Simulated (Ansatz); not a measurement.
# C in Ansatz: a series of runs, part 2 of 2

Ansatz 0.2.0. The steps go on from the part before.

### Step 4. Single point, HSE06, 21.38 Å³/atom (volume scaled by 0.96)

The input, input:

```
crystal:
  lattice:
    - [2.4229746043, 0.0, 0.0]
    - [-1.2114873021, 2.09835756, 0.0]
    - [0.0, 0.0, 8.4086027063]
  atoms:
    - { symbol: C, position: [0.6666666667, 0.3333333333, 0.0] }
    - { symbol: C, position: [0.3333333333, 0.6666666667, 0.0] }
hamiltonian:
  xc: hse06
  pseudopotentials: { kind: paw }
kpoints:
  mp_grid: { grid: [8, 8, 2] }
scf:
  occupations: { method: fermi_dirac, width: 0.05 }
output:
  forces: true
  stress: true
  eigenvalues: true
```

It used 9.4 s of CPU time on 1 × NVIDIA H100 80GB HBM3 with 2 threads of AMD EPYC 7R13 Processor (Zen 3) (shared host), which was overloaded at the time.

The run converged. Its results:

| Quantity | Value |
| --- | --- |
| Free energy | -501.8742 eV |
| Band gap on the k mesh | 2.50 eV, direct |

Caveat: the PAW data sets come from PBE, with cores solved anew for the run's functional, which leaves a small shift of forces and pressure; the thresholds are loose for stress.

### Step 5. Single point, HSE06, 21.82 Å³/atom (volume scaled by 0.98)

input, as its differences from that of step 4:

```diff
@@ -2,5 +2,5 @@
   lattice:
-    - [2.4229746043, 0.0, 0.0]
-    - [-1.2114873021, 2.09835756, 0.0]
-    - [0.0, 0.0, 8.4086027063]
+    - [2.439685302, 0.0, 0.0]
+    - [-1.219842651, 2.1128294488, 0.0]
+    - [0.0, 0.0, 8.4665949023]
   atoms:
```

It used 11 s of CPU time on 1 × NVIDIA H100 80GB HBM3 with 2 threads of AMD EPYC 7R13 Processor (Zen 3) (shared host), which was overloaded at the time.

The run converged. Its results:

```yaml
Free_energy: -501.8894 eV
Band_gap_on_the_k_mesh: 2.47 eV, direct
```

Caveat: the PAW data sets come from PBE, with cores solved anew for the run's functional, which leaves a small shift of forces and pressure; the thresholds are loose for stress.

### Step 6. Single point, HSE06, 22.27 Å³/atom

input, as its differences from that of step 5:

```diff
@@ -2,5 +2,5 @@
   lattice:
-    - [2.439685302, 0.0, 0.0]
-    - [-1.219842651, 2.1128294488, 0.0]
-    - [0.0, 0.0, 8.4665949023]
+    - [2.4561701622, 0.0, 0.0]
+    - [-1.2280850811, 2.1271057565, 0.0]
+    - [0.0, 0.0, 8.52380336]
   atoms:
@@ -19 +19,5 @@
   eigenvalues: true
+  write_density: true
+  write_potential: true
+  elf: true
+  volumetric_format: npy
```

Potentials or basis: Ansatz PAW.

It used 11 s of CPU time on 1 × NVIDIA H100 80GB HBM3 with 2 threads of AMD EPYC 7R13 Processor (Zen 3), with other jobs on the host, which was overloaded at the time.

It converged, with:

```
Free energy            : -501.8909 eV
Band gap on the k mesh : 2.43 eV, direct
```

Caveat: the PAW data sets come from PBE, with cores solved anew for the run's functional, which leaves a small shift of forces and pressure; the thresholds are loose for stress.

### Step 7. Single point, HSE06, 22.71 Å³/atom (volume scaled by 1.02)

input, as its differences from that of step 6:

```diff
@@ -2,5 +2,5 @@
   lattice:
-    - [2.4561701622, 0.0, 0.0]
-    - [-1.2280850811, 2.1271057565, 0.0]
-    - [0.0, 0.0, 8.52380336]
+    - [2.4724366638, 0.0, 0.0]
+    - [-1.2362183319, 2.1411929601, 0.0]
+    - [0.0, 0.0, 8.580254034]
   atoms:
@@ -19,5 +19 @@
   eigenvalues: true
-  write_density: true
-  write_potential: true
-  elf: true
-  volumetric_format: npy
```

It used 11 s of CPU time on 1 × NVIDIA H100 80GB HBM3 with 2 threads of AMD EPYC 7R13 Processor (Zen 3), on a shared host, which was overloaded at the time.

The run converged. Its results:

* Free energy: -501.8797 eV
* Band gap on the k mesh: 2.40 eV, direct

Caveat: the PAW data sets come from PBE, with cores solved anew for the run's functional, which leaves a small shift of forces and pressure; the thresholds are loose for stress.

### Step 8. Single point, HSE06, 23.16 Å³/atom (volume scaled by 1.04)

input, as its differences from that of step 7:

```diff
@@ -2,5 +2,5 @@
   lattice:
-    - [2.4724366638, 0.0, 0.0]
-    - [-1.2362183319, 2.1411929601, 0.0]
-    - [0.0, 0.0, 8.580254034]
+    - [2.4884918972, 0.0, 0.0]
+    - [-1.2442459486, 2.1550972001, 0.0]
+    - [0.0, 0.0, 8.6359715305]
   atoms:
```

It used 12 s of CPU time on 1 × NVIDIA H100 80GB HBM3 with 2 threads of AMD EPYC 7R13 Processor (Zen 3), with other jobs on the host, which was overloaded at the time.

The run converged. Its results:

| Quantity | Value |
| --- | --- |
| Free energy | -501.8571 eV |
| Band gap on the k mesh | 2.37 eV, direct |

Caveat: the PAW data sets come from PBE, with cores solved anew for the run's functional, which leaves a small shift of forces and pressure; the thresholds are loose for stress.

### Step 9. Single point, HSE06, 23.60 Å³/atom (volume scaled by 1.06)

input, as its differences from that of step 8:

```diff
@@ -2,5 +2,5 @@
   lattice:
-    - [2.4884918972, 0.0, 0.0]
-    - [-1.2442459486, 2.1550972001, 0.0]
-    - [0.0, 0.0, 8.6359715305]
+    - [2.5043425914, 0.0, 0.0]
+    - [-1.2521712957, 2.168824304, 0.0]
+    - [0.0, 0.0, 8.6909792017]
   atoms:
@@ -19 +19,5 @@
   eigenvalues: true
+  write_density: true
+  write_potential: true
+  elf: true
+  volumetric_format: npy
```

Potentials or basis: Ansatz PAW.

It used 8.7 s of CPU time on 1 × NVIDIA H100 80GB HBM3 with 2 threads of AMD EPYC 7R13 Processor (Zen 3) (shared host), which was overloaded at the time.

The run converged. Its results:

```
Free energy            : -501.8240 eV
Band gap on the k mesh : 2.33 eV, direct
```

Caveat: the PAW data sets come from PBE, with cores solved anew for the run's functional, which leaves a small shift of forces and pressure; the thresholds are loose for stress.

### Step 10. Equation of state, HSE06

Potentials or basis: Ansatz PAW.

No new run: the results of the series are fitted here.

Results:

| Property | Result |
| --- | --- |
| Equilibrium volume | 22.09 Å³/atom |
| Bulk modulus at fixed shape and positions | 116 GPa |
| Pressure derivative of the bulk modulus | 3.5 |

Energy against volume, from the lowest point:
```
volume (Å³/atom)  energy (meV/atom)
          20.930              23.47
          21.376               8.35
          21.821               0.77
          22.266               0.00
          22.712               5.63
          23.157              16.92
          23.602              33.47
```

Caveat: the k mesh is coarse (spacing up to 0.37 Å⁻¹), so the values aren't converged, least of all with exact exchange; the cell was scaled at fixed shape and fractional positions, which overstates the stiffness of a crystal with free parameters, most of all of layers and chains; the PAW data sets were made with another functional, which shifts forces and pressure a little.
